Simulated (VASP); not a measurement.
# Fe (Fmmm) in VASP: further runs

One crystal, Fe, is run at these levels: PBEsol; tasks: single point.

Program: VASP 6.6.1. These are calculated values, not measurements. Logs are shortened: lines on timing, memory, paths and dates and some standing lists are left out, and cuts for length are marked.

## 1. Starting point

The structure is orthorhombic, space group Fmmm (No. 69). Conventional cell: a = 2.997 Å, b = 3.883 Å, c = 3.930 Å, α = 90.00°, β = 90.00°, γ = 90.00°. Around Fe (site symmetry mmm) lie 12 Fe at 2.45 to 2.76 Å.

## 2. Single point, PBEsol, collinear spin, ferromagnetic start

File INCAR:

```
SYSTEM = Fe
ADDGRID = .False.
ALGO = Normal
EDIFF = 1E-6
ENCUT = 450
GGA = PS
ISIF = 2
ISMEAR = -1
ISPIN = 2
LASPH = .True.
LCHARG = .False.
LMAXMIX = 4
LORBIT = 11
LREAL = .False.
LWAVE = .False.
MAGMOM = 3
NELM = 100
PREC = Normal
SIGMA = 0.15
```

File KPOINTS:

```
k-points
0
Gamma
  12 12 12
  0 0 0
```

File POSCAR:

```
Fe
1.0
    0.0000000000      1.9417396906      1.9651051623
    1.4984397099      0.0000000000      1.9651051623
    1.4984397099      1.9417396906      0.0000000000
Fe
1
Direct
    0.0000000000      0.0000000000      0.0000000000
```

Potentials or basis: VASP PAW PBE potentials, release 64 (Fe).

The run is started by

```sh
cat potpaw_PBE.64/Fe/POTCAR > POTCAR
mpirun -np 1 vasp_std > vasp.out
```

OUTCAR:

```text
SYSTEM = Fe
   EDIFF = 1E-6
   ENCUT = 450
   GGA = PS
   ISIF = 2
   ISMEAR = -1
   ISPIN = 2
   LASPH = .True.
   LORBIT = 11
   LREAL = .False.
   NELM = 100
   PREC = Normal

 Found    280 irreducible k-points:

 Following reciprocal coordinates:
            Coordinates               Weight
  0.000000  0.000000  0.000000      1.000000
  0.083333 -0.000000 -0.000000      8.000000
  0.166667 -0.000000 -0.000000      8.000000
  0.250000 -0.000000 -0.000000      8.000000
  0.333333 -0.000000  0.000000      8.000000
  0.416667 -0.000000 -0.000000      8.000000
   k-points           NKPTS =    280   k-points in BZ     NKDIM =    280   number of bands    NBANDS=     10
   number of dos      NEDOS =    301   number of ions     NIONS =      1
   total plane-waves  NPLWV =   2744
   dimension x,y,z NGX =    14 NGY =   14 NGZ =   14
   dimension x,y,z NGXF=    28 NGYF=   28 NGZF=   28
   ions per type =               1
   NGX,Y,Z   is equivalent  to a cutoff of   8.42,  9.42,  9.49 a.u.
   NGXF,Y,Z  is equivalent  to a cutoff of  16.85, 18.84, 18.98 a.u.
 SYSTEM =  Fe
   PREC   = normal    normal or accurate (medium, high low for compatibility)
   ISTART =      0    job   : 0-new  1-cont  2-samecut
   ICHARG =      2    charge: 1-file 2-atom 10-const
   ISPIN  =      2    spin polarized calculation?
   LNONCOLLINEAR =      F non collinear calculations
   LSORBIT =      F    spin-orbit coupling
   LASPH  =      T    aspherical Exc in radial PAW
   ENCUT  =  450.0 eV  33.07 Ry    5.75 a.u.   4.78  4.27  4.24*2*pi/ulx,y,z
   NELM   =    100;   NELMIN=  2; NELMDL= -5     # of ELM steps
   EDIFF  = 0.1E-05   stopping-criterion for ELM
   LREAL  =      F    real-space projection
   EDIFFG = 0.1E-04   stopping-criterion for IOM
   NSW    =      0    number of steps for IOM
   IBRION =     -1    ionic relax: 0-MD 1-quasi-New 2-CG
   NFREE  =      0    steps in history (QN), initial steepest desc. (CG)
   ISIF   =      2    stress and relaxation
   ISYM   =      2    0-nonsym 1-usesym 2-fastsym
   POTIM  = 0.5000    time-step for ionic-motion
   TEBEG  =    0.0;   TEEND  =   0.0 temperature during run
   PSTRESS=    0.0 pullay stress
   NELECT =       8.0000    total number of electrons
   NUPDOWN=      -1.0000    fix difference up-down
   EMIN   =  10.00;   EMAX   =-10.00  energy-range for DOS
   EFERMI =   0.00;   METHOD = LEGACY
   ISMEAR =    -1;   SIGMA  =   0.15  broadening in eV -4-tet -1-fermi 0-gaus
   EFERMI_NEDOS =   21; number of points for ismear=-14 and -15
   IALGO  =     38    algorithm
   IMIX   =      4    mixing-type and parameters
     AMIX     =   0.40;   BMIX     =  1.00
     AMIX_MAG =   1.60;   BMIX_MAG =  1.00
  volume/ion in A,a.u.               =      11.44        77.17
  Fermi-wavevector in a.u.,A,eV,Ry     =   1.453303  2.746344 28.736719  2.112089
  Thomas-Fermi vector in A             =   2.570585
   LORBIT       =     11    0 simple, 1 ext, 2 COOP (PROOUT), +10 PAW based schemes
   GGA     = PS    functional components
   LHFCALC =     F    Hartree Fock is set to
   AEXX    =    0.0000 exact exchange contribution
   IVDW    =     0    specifies the selected vdW correction
   LEPSILON=     F    determine dielectric tensor
   LRPA    =     F    only Hartree local field effects (RPA)
 spin polarized calculation
  energy-cutoff  :      450.00
  volume of cell :       11.44
 maximum number of plane-waves:       261
   NGX =  9   NGY =  9   NGZ =  9

 number of electron       7.9999986 magnetization       2.2058897

 Free energy of the ion-electron system (eV)
  ---------------------------------------------------
  ext. energy  EPLUGINS =         0.00000000
  ---------------------------------------------------
  free energy    TOTEN  =        -8.91722309 eV

  energy without entropy =       -8.84368709  energy(sigma->0) =       -8.88045509

 E-fermi :   5.6497     XC(G=0): -13.2398

 val. band max:        5.6495857479   @ k =  -0.1667   0.4167   0.3333
 cond. band min:       5.6692746661   @ k =  -0.2500   0.1667   0.1667
 fundamental gap:      0.0196889182
 Fermi energy:         5.6496557663

 spin component 1

 k-point     1 :       0.0000    0.0000    0.0000
  band No.  band energies     occupation
      1      -2.8848      1.00000
      2       3.1509      1.00000
      3       3.2440      1.00000
      4       3.5835      1.00000
      5       4.3173      0.99986
      6       4.7116      0.99808
      7      29.3822      0.00000
      8      30.8592      0.00000
      9      31.1213      0.00000
     10      35.0588      0.00000

 k-point     2 :       0.0833   -0.0000   -0.0000
  band No.  band energies     occupation
      1      -2.6064      1.00000
      2       3.1646      1.00000
      3       3.2523      1.00000
      4       3.6354      1.00000
      5       4.2750      0.99990
      6       4.6800      0.99844
      7      28.1896      0.00000
      8      29.9829      0.00000
      9      30.7735      0.00000
     10      34.1117      0.00000

 k-point     3 :       0.1667   -0.0000   -0.0000
  band No.  band energies     occupation
      1      -1.8121      1.00000
      2       3.1022      1.00000
      3       3.1589      1.00000
      4       3.9688      0.99999
      5       4.2090      0.99993
      6       4.6325      0.99887
      7      24.7307      0.00000
      8      28.6948      0.00000
      9      30.2635      0.00000
     10      33.0359      0.00000

 k-point     4 :       0.2500   -0.0000   -0.0000
  band No.  band energies     occupation
      1      -0.6742      1.00000
      2       2.8870      1.00000
      3       3.0997      1.00000
      4       4.2256      0.99992
      5       4.5494      0.99935
      6       4.6360      0.99884
      7      20.8452      0.00000
      8      27.0944      0.00000
      9      29.5865      0.00000
     10      30.8741      0.00000

 k-point     5 :       0.3333   -0.0000    0.0000
  band No.  band energies     occupation
      1       0.3145      1.00000
      2       2.6520      1.00000
      3       3.5301      1.00000
      4       4.2925      0.99988
      5       4.7179      0.99800
      6       5.2001      0.95245
      7      17.1476      0.00000
      8      25.6893      0.00000
      9      28.2428      0.00000
     10      29.9106      0.00000

 k-point     6 :       0.4167   -0.0000   -0.0000
  band No.  band energies     occupation
      1       0.6607      1.00000
      2       2.4820      1.00000
      3       4.2222      0.99993
      4       4.7655      0.99725
      5       4.9920      0.98768
      6       5.7183      0.38757
      7      14.0537      0.00000
      8      24.7630      0.00000
      9      27.0096      0.00000
     10      29.6276      0.00000

 [... further k-points ...]

 spin component 2

 k-point     1 :       0.0000    0.0000    0.0000
  band No.  band energies     occupation
      1      -2.6199      1.00000
      2       5.0257      0.98463
      3       5.1614      0.96285
      4       5.6478      0.50305
      5       6.8463      0.00034
      6       7.4426      0.00001
      7      29.2723      0.00000
      8      30.8010      0.00000
      9      31.0933      0.00000
     10      35.4948      0.00000

 k-point     2 :       0.0833   -0.0000   -0.0000
  band No.  band energies     occupation
      1      -2.3399      1.00000
      2       5.0359      0.98356
      3       5.1683      0.96116
      4       5.6936      0.42725
      5       6.7888      0.00050
      6       7.4028      0.00001
      7      28.3419      0.00000
      8      29.9917      0.00000
      9      30.8382      0.00000
     10      34.6760      0.00000

 k-point     3 :       0.1667   -0.0000   -0.0000
  band No.  band energies     occupation
      1      -1.5334      1.00000
      2       4.9652      0.98968
      3       5.0529      0.98163
      4       6.0249      0.07572
      5       6.6806      0.00103
      6       7.3377      0.00001
      7      25.2465      0.00000
      8      28.7863      0.00000
      9      30.5387      0.00000
     10      33.8075      0.00000

 k-point     4 :       0.2500   -0.0000   -0.0000
  band No.  band energies     occupation
      1      -0.3243      1.00000
      2       4.7595      0.99736
      3       4.8328      0.99570
      4       6.6508      0.00126
      5       6.6560      0.00122
      6       7.3194      0.00001
      7      21.5867      0.00000
      8      27.2435      0.00000
      9      30.1202      0.00000
     10      31.5145      0.00000

 k-point     5 :       0.3333   -0.0000    0.0000
  band No.  band energies     occupation
      1       0.9698      1.00000
      2       4.4937      0.99955
      3       4.8490      0.99522
      4       6.7068      0.00087
      5       7.3611      0.00001
      6       7.3824      0.00001
      7      18.0939      0.00000
      8      25.8325      0.00000
      9      28.9383      0.00000
     10      30.4420      0.00000

 k-point     6 :       0.4167   -0.0000   -0.0000
  band No.  band energies     occupation
      1       1.7794      1.00000
      2       4.2971      0.99988
      3       5.4730      0.76448
      4       6.7464      0.00067
      5       7.4578      0.00001
      6       7.9569      0.00000
      7      15.2592      0.00000
      8      24.8847      0.00000
      9      27.6480      0.00000
     10      30.2221      0.00000

 [... further k-points ...]

------------------------ aborting loop because EDIFF is reached ----------------------------------------

  FORCE on cell =-STRESS in cart. coord.  units (eV):
  Direction    XX          YY          ZZ          XY          YZ          ZX
  --------------------------------------------------------------------------------------
  -------------------------------------------------------------------------------------
  Total       -1.0589226     -0.4349353     -0.5804378     -0.0000000      0.0000000      0.0000000
  in kB     -148.3640594    -60.9381410    -81.3242726     -0.0000000      0.0000000      0.0000000
  external PRESSURE =     -96.8754910 kB  Pullay stress =       0.0000000 kB

 VOLUME and BASIS-vectors are now :
 -----------------------------------------------------------------------------
  energy-cutoff  :      450.00
  volume of cell :       11.44
      direct lattice vectors                 reciprocal lattice vectors
     0.000000000  1.941739691  1.965105162    -0.333680426  0.257501045  0.254439309
     1.498439710  0.000000000  1.965105162     0.333680426 -0.257501045  0.254439309
     1.498439710  1.941739691  0.000000000     0.333680426  0.257501045 -0.254439309

 POSITION                                       TOTAL-FORCE (eV/Angst)
 -----------------------------------------------------------------------------------
      0.00000      0.00000      0.00000         0.000000     -0.000000      0.000000
 -----------------------------------------------------------------------------------
    total drift:                               -0.000000     -0.000000     -0.000000

  FREE ENERGIE OF THE ION-ELECTRON SYSTEM (eV)
  ---------------------------------------------------
  free  energy   TOTEN  =        -8.9172230853 eV

  energy  without entropy=       -8.8436870935  energy(sigma->0) =       -8.88045509

 total charge

# of ion       s       p       d       tot
------------------------------------------
    1        0.488   0.539   6.233   7.260

 magnetization (x)

# of ion       s       p       d       tot
------------------------------------------
    1       -0.013  -0.048   2.255   2.194
```

Wall time 21 s (1 thread of Intel Xeon Platinum 8259CL at 2.50GHz (Skylake/Cascade Lake), shared host); peak memory 0.15 GiB.

The run converged, but some of its settings lie outside the range that counts as converged, so its numbers aren't taken as properties of the crystal.

What came out:

| Property | Result |
| --- | --- |
| Free energy | -8.9172 eV |
| Pressure | -9.7 GPa |
| Band gap on the k mesh | none (metal or under the smearing width) |
| Net moment | 2.21 μB per cell |
| Site moments | Fe +2.19 μB |
| Valence electrons inside the program's atomic spheres | Fe 7.26 |

Caveat: the PAW data sets were made with another functional, which shifts forces and pressure a little.

## 3. Single point, PBEsol, collinear spin, ferromagnetic start

Changes to INCAR since step 2:

```diff
@@ -13,3 +13,3 @@
 LORBIT = 11
-LREAL = .False.
+LREAL = Auto
 LWAVE = .False.
@@ -17,3 +17,3 @@
 NELM = 100
-PREC = Normal
+PREC = Accurate
 SIGMA = 0.15
```

KPOINTS is that of step 2.

POSCAR is that of step 2.

Potentials or basis: VASP PAW PBE potentials, release 64 (Fe).

The run is started by

```sh
cat potpaw_PBE.64/Fe/POTCAR > POTCAR
mpirun -np 1 vasp_std > vasp.out
```

It took 1.7 min on 1 thread of Intel Xeon Platinum 8259CL at 2.50GHz (Skylake/Cascade Lake), shared host; peak memory 0.15 GiB.

These settings aren't checked as converged: the numbers below hold their error.

Results:

```yaml
Free_energy: -8.9173 eV
Pressure: -9.7 GPa
Band_gap_on_the_k_mesh: none (metal or under the smearing width)
Net_moment: 2.21 μB per cell
Site_moments: Fe +2.19 μB
Valence_electrons_inside_the_program's_atomic_spheres: Fe 7.26
```

Caveat: the PAW data sets were made with another functional, which shifts forces and pressure a little.

## 4. Single point, PBEsol, collinear spin, ferromagnetic start

Changes to INCAR since step 3:

```diff
@@ -3,3 +3,3 @@
 ALGO = Normal
-EDIFF = 1E-6
+EDIFF = 0.01
 ENCUT = 450
@@ -13,3 +13,3 @@
 LORBIT = 11
-LREAL = Auto
+LREAL = .False.
 LWAVE = .False.
```

KPOINTS is that of step 3.

POSCAR is that of step 3.

Potentials or basis: VASP PAW PBE potentials, release 64 (Fe).

The run is started by

```sh
cat potpaw_PBE.64/Fe/POTCAR > POTCAR
mpirun -np 1 vasp_std > vasp.out
```

OUTCAR:

```text
SYSTEM = Fe
   EDIFF = 0.01
   ENCUT = 450
   GGA = PS
   ISIF = 2
   ISMEAR = -1
   ISPIN = 2
   LASPH = .True.
   LORBIT = 11
   LREAL = .False.
   NELM = 100
   PREC = Accurate

 Found    280 irreducible k-points:

 Following reciprocal coordinates:
            Coordinates               Weight
  0.000000  0.000000  0.000000      1.000000
  0.083333 -0.000000 -0.000000      8.000000
  0.166667 -0.000000 -0.000000      8.000000
  0.250000 -0.000000 -0.000000      8.000000
[... 244 lines left out ...]
  -------------------------------------------------------------------------------------
  Total       -0.0594484      0.5532506      0.4108633      0.0000000      0.0000000      0.0000000
  in kB       -8.3292236     77.5151167     57.5654491      0.0000000      0.0000000      0.0000000
  external PRESSURE =      42.2504474 kB  Pullay stress =       0.0000000 kB

 VOLUME and BASIS-vectors are now :
 -----------------------------------------------------------------------------
  energy-cutoff  :      450.00
  volume of cell :       11.44
      direct lattice vectors                 reciprocal lattice vectors
     0.000000000  1.941739691  1.965105162    -0.333680426  0.257501045  0.254439309
     1.498439710  0.000000000  1.965105162     0.333680426 -0.257501045  0.254439309
     1.498439710  1.941739691  0.000000000     0.333680426  0.257501045 -0.254439309

 POSITION                                       TOTAL-FORCE (eV/Angst)
 -----------------------------------------------------------------------------------
      0.00000      0.00000      0.00000         0.000000      0.000000      0.000000
 -----------------------------------------------------------------------------------
    total drift:                                0.000000     -0.000000     -0.000000

  FREE ENERGIE OF THE ION-ELECTRON SYSTEM (eV)
  ---------------------------------------------------
  free  energy   TOTEN  =        -8.9249418855 eV

  energy  without entropy=       -8.8499067466  energy(sigma->0) =       -8.88742432

 total charge

# of ion       s       p       d       tot
------------------------------------------
    1        0.490   0.545   6.217   7.252

 magnetization (x)

# of ion       s       p       d       tot
------------------------------------------
    1       -0.012  -0.046   2.224   2.165
```

OSZICAR:

```text
N       E                     dE             d eps       ncg     rms          rms(c)
DAV:   1     0.150829777236E+02    0.15083E+02   -0.37362E+03 11924   0.867E+02
DAV:   2    -0.956382324886E+01   -0.24647E+02   -0.22836E+02 11302   0.124E+02
DAV:   3    -0.999836235459E+01   -0.43454E+00   -0.43265E+00 12500   0.214E+01
DAV:   4    -0.100001553288E+02   -0.17930E-02   -0.17928E-02 11826   0.125E+00
DAV:   5    -0.100001716712E+02   -0.16342E-04   -0.16342E-04  7810   0.122E-01    0.121E+01
DAV:   6    -0.901085089848E+01    0.98932E+00   -0.13047E+01 12198   0.541E+01    0.551E+00
DAV:   7    -0.893249118383E+01    0.78360E-01   -0.79673E-01 12310   0.130E+01    0.320E+00
DAV:   8    -0.892494188554E+01    0.75493E-02   -0.64602E-03  6090   0.621E-01
   1 F= -.89249419E+01 E0= -.88874243E+01  d E =-.750351E-01  mag=     2.2362
```

stdout:

```text
POSCAR found type information on POSCAR Fe
 POSCAR found :  1 types and       1 ions
 scaLAPACK will be used
 -----------------------------------------------------------------------------
|                                                                             |
|                                                                             |
|     You enforced a specific xc type in the INCAR file but a different       |
|     I HOPE YOU KNOW WHAT YOU ARE DOING!                                     |
|                                                                             |
 -----------------------------------------------------------------------------

 LDA part: xc-table for (Slater+PW92), standard interpolation
 POSCAR, INCAR and KPOINTS ok, starting setup
 FFT: planning ... GRIDC
 FFT: planning ... GRID_SOFT
 FFT: planning ... GRID
 WAVECAR not read
 entering main loop
```

Wall time 25 s (1 thread of Intel Xeon Platinum 8259CL at 2.50GHz (Skylake/Cascade Lake), shared host); peak memory 0.16 GiB.

These settings aren't checked as converged: the numbers below hold their error.

Results:

| Property | Result |
| --- | --- |
| Free energy | -8.9249 eV |
| Pressure | 4.2 GPa |
| Band gap on the k mesh | none (metal or under the smearing width) |
| Net moment | 2.17 μB per cell |
| Site moments | Fe +2.17 μB |
| Valence electrons inside the program's atomic spheres | Fe 7.25 |

Caveat: the PAW data sets were made with another functional, which shifts forces and pressure a little.

## 5. Single point, PBEsol, collinear spin, ferromagnetic start

Changes to INCAR since step 4:

```diff
@@ -3,3 +3,3 @@
 ALGO = Normal
-EDIFF = 0.01
+EDIFF = 0.001
 ENCUT = 450
```

KPOINTS is that of step 4.

POSCAR is that of step 4.

The run is started by

```sh
cat potpaw_PBE.64/Fe/POTCAR > POTCAR
mpirun -np 1 vasp_std > vasp.out
```

Wall time 34 s (1 thread of Intel Xeon Platinum 8259CL at 2.50GHz (Skylake/Cascade Lake), shared host); peak memory 0.16 GiB.

The run converged, but some of its settings lie outside the range that counts as converged, so its numbers aren't taken as properties of the crystal.

What came out:

```yaml
Free_energy: -8.9172 eV
Pressure: -10.6 GPa
Band_gap_on_the_k_mesh: none (metal or under the smearing width)
Net_moment: 2.22 μB per cell
Site_moments: Fe +2.20 μB
Valence_electrons_inside_the_program's_atomic_spheres: Fe 7.26
```

Caveat: the PAW data sets were made with another functional, which shifts forces and pressure a little.

(Continued in part 2 of 2.)
